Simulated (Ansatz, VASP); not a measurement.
# Au in VASP and in Ansatz

```
Au
1.0
     0.00000    2.07491    2.07491
     2.07491    0.00000    2.07491
     2.07491    2.07491    0.00000
Au
1
Cartesian
  0.0000 0.0000 0.0000
```

Alike in both runs: task single point; functional PBEsol; dispersion D3(BJ); k mesh 11 × 11 × 11; occupations fermi-dirac, width 0.05 eV; no spin polarisation.

|  | VASP | Ansatz |
| --- | --- | --- |
| version | VASP 6.6.1 | Ansatz 0.2.0 |
| potentials or method | VASP PAW PBE potentials, release 64 (Au) | Ansatz PAW |
| plane-wave cutoff (eV) | 520 | 420 |
| valence electrons in the cell | 11 | 19 |

Ansatz gave:

| Property | Result |
| --- | --- |
| gap on the k mesh at the Fermi level (eV) | none |
| pressure (GPa) | -13.0 |
| dispersion energy (meV/atom) | -601.9 |

Which values does VASP return?

gap on the k mesh at the Fermi level (eV): none; pressure (GPa): -13.2; dispersion energy (meV/atom): -601.7.

A gap of «none» marks a metal or a gap that the smearing closes. The two sets of potentials don't hold the same shells in valence.

Caveats: pairwise dispersion overbinds metals, which lowers pressure and volume; the PAW data sets were made with another functional, which shifts forces and pressure a little (VASP); the PAW data sets come from PBE, with cores solved anew for the run's functional, which leaves a small shift of forces and pressure (Ansatz). Spin-orbit coupling is left out, which matters for the levels of Au.
